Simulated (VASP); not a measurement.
Bi2Se3 (Paraguanajuatite):

```
CELL_PARAMETERS angstrom
2.07150 1.19598 9.54533
-2.07150 1.19598 9.54533
0.00000 -2.39196 9.54533
ATOMIC_POSITIONS crystal
Bi 0.59920 0.59920 0.59920
Bi 0.40080 0.40080 0.40080
Se 0.78830 0.78830 0.78830
Se 0.21170 0.21170 0.21170
Se 0.00000 0.00000 0.00000
```

Base run:

```yaml
Program: VASP 6.6.1
Functional: TB-mBJ
Potentials_or_basis: VASP PAW PBE potentials, release 64 (Bi_d, Se)
Cutoff: 520 eV
k_mesh: 8 × 8 × 8
Occupations: gaussian, width 0.02 eV
Spin: no spin polarisation
```

Its results: band gap on the k mesh 0.79 eV, direct.

**Question.** The run is repeated on the same cell with these changes: functional from TB-mBJ to LDA; potentials or basis from VASP PAW PBE potentials, release 64 (Bi_d, Se) to VASP PAW LDA potentials, release 64 (Bi_d, Se). What comes out?

**Answer.** Band gap on the k mesh 0.09 eV, direct.

Caveats: spin-orbit coupling is left out, which as a rule narrows the gap of such compounds by several tenths of an eV.

Not every run made on this cell is shown here.
